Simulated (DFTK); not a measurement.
# Hf (Fm-3m) in DFTK: equation of state

How stiff is Hf in PBE, and what volume does it want? The cell is scaled to several volumes.

Everything below comes from runs of DFTK 0.8.2. Logs are shortened: lines on timing, memory, paths and dates and some standing lists are left out, and cuts for length are marked.

### Step 1. Starting point

The structure is cubic, space group Fm-3m (No. 225). The conventional cell has a = 4.440 Å, b = 4.440 Å, c = 4.440 Å, α = 90.00°, β = 90.00°, γ = 90.00°. Hf (site symmetry m-3m) has 12 Hf at 3.14 Å as nearest neighbours.

This isn't the form of Hf at room conditions, which is hcp.

### Step 2. Equation of state, PBE

File run.jl:

```julia
using DFTK
using PseudoPotentialData
using Unitful, UnitfulAtomic
using LinearAlgebra, Printf
include("save.jl")
disable_threading()

# lattice vectors are the columns
lattice = austrip(1u"Å") * [           0.0           2.22           2.22;
                     2.22            0.0           2.22;
                     2.22           2.22            0.0]
symbols   = [:Hf]
positions = [[0.0, 0.0, 0.0]]
pseudopotentials = PseudoFamily("dojo.nc.sr.pbe.v0_4_1.standard.upf")
elements = Dict(s => ElementPsp(s, pseudopotentials) for s in unique(symbols))
atoms    = [elements[s] for s in symbols]

build_model(lattice, positions; symmetries=true) =
    model_DFT(lattice, atoms, positions;
              functionals=PBE(),
              temperature=austrip(0.05u"eV"),
              smearing=Smearing.FermiDirac(),
              symmetries)
Ecut  = 35.0  # hartree
kgrid = [10, 10, 10]
tol   = 1e-6
to_GPa = ustrip(uconvert(u"GPa", 1u"hartree/bohr^3"))

results["points"] = []
for scale in [0.94, 0.96, 0.98, 1.0, 1.02, 1.04, 1.06]
    println("\n=== scale = ", scale)
    model = build_model(cbrt(scale) * lattice, positions)
    basis = PlaneWaveBasis(model; Ecut, kgrid)
    t0 = time()
    scfres = self_consistent_field(basis;
                                   tol,
                                   nbandsalg=AdaptiveBands(model; n_bands_converge=11))
    seconds = time() - t0
    @printf "SCF: %d iterations, %.1f s\n" scfres.n_iter seconds
    forces = compute_forces_cart(scfres)
    stress = compute_stresses_cart(scfres)
    @printf "V = %.5f Å^3  F = %.8f Ha  max force = %.5f eV/Å  p = %.4f GPa\n" ustrip(auconvert(u"Å^3", model.unit_cell_volume)) scfres.energies.total ustrip(auconvert(u"eV/Å", maximum(norm, forces))) (-tr(stress) / 3 * to_GPa)
    push!(results["points"], save_scf!(scfres; forces, stress, d=Dict{String,Any}("seconds" => seconds, "n_matvec" => get(scfres, :n_matvec, 0))))
end

# third-order Birch-Murnaghan fit in x = V^(-2/3)
V = [0.94, 0.96, 0.98, 1.0, 1.02, 1.04, 1.06] * abs(det(lattice))
E = [p["total"] for p in results["points"]]
x = V .^ (-2 / 3)
c = [x .^ 0 x x .^ 2 x .^ 3] \ E
Δ = c[3]^2 - 3c[2] * c[4]
if Δ > 0
    x0 = (-c[3] + sqrt(Δ)) / 3c[4]
    B0 = 4 / 9 * x0^(7 / 2) * (2c[3] + 6c[4] * x0)
    @printf "V0 = %.4f Å^3  B0 = %.2f GPa\n" ustrip(auconvert(u"Å^3", x0^(-3 / 2))) B0 * to_GPa
end
```

Potentials or basis: dojo.nc.sr.pbe.v0_4_1.standard.upf (PBE).

The run is started by

```
$ julia --threads=1 run.jl  # save.jl only writes the numbers to a file and isn't shown; printed stress counts tension as positive; times include loading and compiling
```

Output:

```text
=== scale = 0.94
n     Energy            log10(ΔE)   log10(Δρ)   Diag   Δtime
---   ---------------   ---------   ---------   ----   ------
  1   -56.40520869236                   -1.17    5.0    2.99s
  2   -56.40777723049       -2.59       -1.42    1.0    1.99s
  3   -56.40896335955       -2.93       -2.10    2.3    1.62s
  4   -56.40899337584       -4.52       -2.82    2.3    1.98s
  5   -56.40899670848       -5.48       -3.54    2.7    2.32s
  6   -56.40899674926       -7.39       -4.23    2.3    1.53s
  7   -56.40899675247       -8.49       -5.01    2.3    2.07s
  8   -56.40899675253      -10.28       -5.56    2.5    2.14s
  9   -56.40899675253      -11.17       -6.31    2.4    1.53s
SCF: 9 iterations, 18.4 s
V = 20.56917 Å^3  F = -56.40899675 Ha  max force = 0.00000 eV/Å  p = 11.1785 GPa

=== scale = 0.96
n     Energy            log10(ΔE)   log10(Δρ)   Diag   Δtime
---   ---------------   ---------   ---------   ----   ------
  1   -56.40603376040                   -1.16    5.0    2.97s
[... 43 further cycles ...]
  9   -56.41130092121      -11.44       -6.43    2.7    2.27s
SCF: 9 iterations, 18.7 s
V = 22.75738 Å^3  F = -56.41130092 Ha  max force = 0.00000 eV/Å  p = -1.0385 GPa

=== scale = 1.06
n     Energy            log10(ΔE)   log10(Δρ)   Diag   Δtime
---   ---------------   ---------   ---------   ----   ------
  1   -56.40632966029                   -1.14    5.0    2.90s
  2   -56.40947180903       -2.50       -1.39    1.0    1.72s
  3   -56.41107213414       -2.80       -2.10    2.6    1.57s
  4   -56.41110192722       -4.53       -2.77    2.3    2.04s
  5   -56.41110599888       -5.39       -3.55    2.6    1.70s
  6   -56.41110605129       -7.28       -4.30    2.3    2.10s
  7   -56.41110605313       -8.73       -4.90    2.4    2.14s
  8   -56.41110605331       -9.74       -5.76    2.4    1.58s
  9   -56.41110605332      -11.52       -6.36    2.7    2.21s
SCF: 9 iterations, 18.7 s
V = 23.19502 Å^3  F = -56.41110605 Ha  max force = 0.00000 eV/Å  p = -2.8446 GPa
V0 = 22.5270 Å^3  B0 = 102.73 GPa
```

It took 5.2 min on 1 thread of Intel Xeon 6975P-C (Granite Rapids), shared host; peak memory 1.6 GiB.

Results:

```yaml
Equilibrium_volume: 22.53 Å³/atom
Bulk_modulus: 103 GPa
Pressure_derivative_of_the_bulk_modulus: 4.0
```

Energy against volume, from the lowest point:
```tsv
volume (Å³/atom)	energy (meV/atom)
20.569	62.82
21.007	36.32
21.444	17.48
21.882	5.59
22.320	0.00
22.757	0.13
23.195	5.43
```

Spin-orbit coupling is left out, which matters for the levels of Hf. PBE usually gives volumes a little too large and moduli too small.

### Step 3. Single point, PBE, 20.57 Å³/atom (volume scaled by 0.94)

run.jl is that of step 2.

Potentials or basis: dojo.nc.sr.pbe.v0_4_1.standard.upf (PBE).

The run is started by

```
$ julia --threads=1 run.jl  # one pass of the loop, scale = 0.94; save.jl only writes the numbers to a file and isn't shown; printed stress counts tension as positive; times include loading and compiling
```

Wall time 18 s (1 thread of Intel Xeon 6975P-C (Granite Rapids), shared host).

It converged, with:

```
Free energy            : -1534.9670 eV
Pressure               : 11.2 GPa
Band gap on the k mesh : none (metal or under the smearing width)
```

### Step 4. Single point, PBE, 21.01 Å³/atom (volume scaled by 0.96)

run.jl is that of step 3.

The run is started by

```
$ julia --threads=1 run.jl  # one pass of the loop, scale = 0.96; save.jl only writes the numbers to a file and isn't shown; printed stress counts tension as positive; times include loading and compiling
```

Wall time 19 s (1 thread of Intel Xeon 6975P-C (Granite Rapids), shared host).

It converged, with:

| Item | Value |
| --- | --- |
| Free energy | -1534.9935 eV |
| Pressure | 8.2 GPa |
| Band gap on the k mesh | none (metal or under the smearing width) |

### Step 5. Single point, PBE, 21.44 Å³/atom (volume scaled by 0.98)

run.jl is that of step 4.

The run is started by

```
$ julia --threads=1 run.jl  # one pass of the loop, scale = 0.98; save.jl only writes the numbers to a file and isn't shown; printed stress counts tension as positive; times include loading and compiling
```

Wall time 18 s (1 thread of Intel Xeon 6975P-C (Granite Rapids), shared host).

Results (log left out):

```yaml
Free_energy: -1535.0123 eV
Pressure: 5.6 GPa
Band_gap_on_the_k_mesh: none (metal or under the smearing width)
```

### Step 6. Single point, PBE, 21.88 Å³/atom

run.jl is that of step 5.

Potentials or basis: dojo.nc.sr.pbe.v0_4_1.standard.upf (PBE).

The run is started by

```
$ julia --threads=1 run.jl  # one pass of the loop, scale = 1.0; save.jl only writes the numbers to a file and isn't shown; printed stress counts tension as positive; times include loading and compiling
```

Wall time 19 s (1 thread of Intel Xeon 6975P-C (Granite Rapids), shared host).

It converged, with:

```
Free energy            : -1535.0242 eV
Pressure               : 3.1 GPa
Band gap on the k mesh : none (metal or under the smearing width)
```

### Step 7. Single point, PBE, 22.32 Å³/atom (volume scaled by 1.02)

run.jl is that of step 6.

The run is started by

```
$ julia --threads=1 run.jl  # one pass of the loop, scale = 1.02; save.jl only writes the numbers to a file and isn't shown; printed stress counts tension as positive; times include loading and compiling
```

Run time: 19 s. Hardware: 1 thread of Intel Xeon 6975P-C (Granite Rapids), shared host.

Results (log left out):

```
Free energy            : -1535.0298 eV
Pressure               : 1.0 GPa
Band gap on the k mesh : none (metal or under the smearing width)
```

### Step 8. Single point, PBE, 22.76 Å³/atom (volume scaled by 1.04)

run.jl is that of step 7.

The run is started by

```
$ julia --threads=1 run.jl  # one pass of the loop, scale = 1.04; save.jl only writes the numbers to a file and isn't shown; printed stress counts tension as positive; times include loading and compiling
```

It took 19 s on 1 thread of Intel Xeon 6975P-C (Granite Rapids), shared host.

It converged, with:

```yaml
Free_energy: -1535.0297 eV
Pressure: -1.0 GPa
Band_gap_on_the_k_mesh: none (metal or under the smearing width)
```

### Step 9. Single point, PBE, 23.20 Å³/atom (volume scaled by 1.06)

run.jl is that of step 8.

Potentials or basis: dojo.nc.sr.pbe.v0_4_1.standard.upf (PBE).

The run is started by

```
$ julia --threads=1 run.jl  # one pass of the loop, scale = 1.06; save.jl only writes the numbers to a file and isn't shown; printed stress counts tension as positive; times include loading and compiling
```

It took 19 s on 1 thread of Intel Xeon 6975P-C (Granite Rapids), shared host.

Results (log left out):

- Free energy: -1535.0244 eV
- Pressure: -2.8 GPa
- Band gap on the k mesh: none (metal or under the smearing width)
